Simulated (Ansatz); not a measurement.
KZnF3:

```
Zn K F
1.0
     4.05000    0.00000    0.00000
     0.00000    4.05000    0.00000
     0.00000    0.00000    4.05000
Zn K F
1 1 3
Direct
  0.50000 0.50000 0.50000
  0.00000 0.00000 0.00000
  0.50000 0.00000 0.50000
  0.00000 0.50000 0.50000
  0.50000 0.50000 0.00000
```

Base run:

- Program: Ansatz 0.2.0
- Functional: PBE
- Potentials or basis: all-electron LAPW, scalar-relativistic
- Cutoff: 384 eV
- Density cutoff: 1538 eV
- Basis error allowed: 0.002 eV/atom
- k mesh: 7 × 7 × 7
- Occupations: fermi-dirac, width 0.05 eV
- Spin: no spin polarisation

Its results: band gap on the k mesh 3.99 eV, indirect (least direct gap 5.68 eV); pressure 4.5 GPa.

**Question.** The run is repeated on the same cell with these changes: functional from PBE to PBEsol. What comes out?

**Answer.** Band gap on the k mesh 3.84 eV, indirect (least direct gap 5.53 eV); pressure 0.1 GPa.

PBEsol binds more tightly than PBE, so the same cell stands under less pressure.

Caveats: the mesh misses the band edges, which the band path finds closer together.

Not every run made on this cell is shown here.
